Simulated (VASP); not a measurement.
Set up this calculation in VASP 6.6.1, as the native input.

```
Task                   : relaxation of cell and atoms
Functional             : LDA
Potentials or basis    : VASP PAW LDA potentials, release 64 (W_sv, S)
Cutoff                 : 600 eV
k mesh                 : 12 × 12 × 3
Occupations            : gaussian, width 0.03 eV
Spin                   : no spin polarisation
Further INCAR settings : ALGO = Normal; EDIFF = 1e-06; IBRION = 2; EDIFFG = -0.01; NSW = 90; ISIF = 3
```

The structure of WS2 (Tungstenite) lies in POSCAR:

```
WS2
1.0
    3.1800000000      0.0000000000      0.0000000000
   -1.5900000000      2.7539607840      0.0000000000
    0.0000000000      0.0000000000     12.5000000000
W S
2 4
Direct
    0.3333333333      0.6666666667      0.2500000000
    0.6666666667      0.3333333333      0.7500000000
    0.3333333333      0.6666666667      0.6250000000
    0.6666666667      0.3333333333      0.1250000000
    0.3333333333      0.6666666667      0.8750000000
    0.6666666667      0.3333333333      0.3750000000
```

One way to write it, as run:

INCAR

```
SYSTEM = WS2
PREC     = Accurate       ! precision mode
ENCUT    = 600            ! plane-wave cutoff, eV
EDIFF    = 1E-6           ! SCF threshold, eV
ISMEAR   = 0              ! smearing method
SIGMA    = 0.03           ! smearing width, eV
LREAL    = .False.        ! projectors in reciprocal space
LASPH    = .True.         ! aspherical terms in the spheres
NELM     = 80             ! most SCF steps
ALGO     = Normal         ! electronic algorithm
ISIF     = 3              ! what is computed and relaxed
LWAVE    = .False.        ! write WAVECAR
LCHARG   = .False.        ! write CHGCAR
GGA      = CA             ! functional
IBRION   = 2              ! ionic algorithm
NSW      = 90             ! ionic steps
EDIFFG   = -0.01          ! ionic threshold
KPAR     = 2
```

KPOINTS

```
regular mesh
0
Gamma
  12 12 3
  0 0 0
```

Potentials or basis: VASP PAW LDA potentials, release 64 (W_sv, S).

Launch:

```sh
$ cat potpaw_LDA.64/W_sv/POTCAR potpaw_LDA.64/S/POTCAR > POTCAR
$ mpirun -np 2 vasp_std > vasp.out
```

It gave:

```
Relaxed volume                         : 17.19 Å³/atom
Relaxed cell                           : a = 3.130 Å, b = 3.130 Å, c = 12.157 Å, α = 90.00°, β = 90.00°, γ = 120.00°
Space group after relaxing (to 0.05 Å) : P6_3/mmc (No. 194)
Energy gained by relaxing              : 12.6 meV/atom
Ionic steps                            : 14
Pressure after relaxing                : 0.0 GPa
Largest force after relaxing           : 0.004 eV/Å
Band gap on the k mesh                 : 0.85 eV, indirect (least direct gap 1.88 eV)
```

Caveat: spin-orbit coupling is left out, which moves the levels of the heavy elements; an odd mesh through Γ misses points on the zone boundary, where band edges often lie.

It took 5.8 min on 2 MPI ranks on AMD EPYC 9R45 96-Core Processor (Zen 5), with other jobs on the host, peak memory 0.28 GiB a rank.
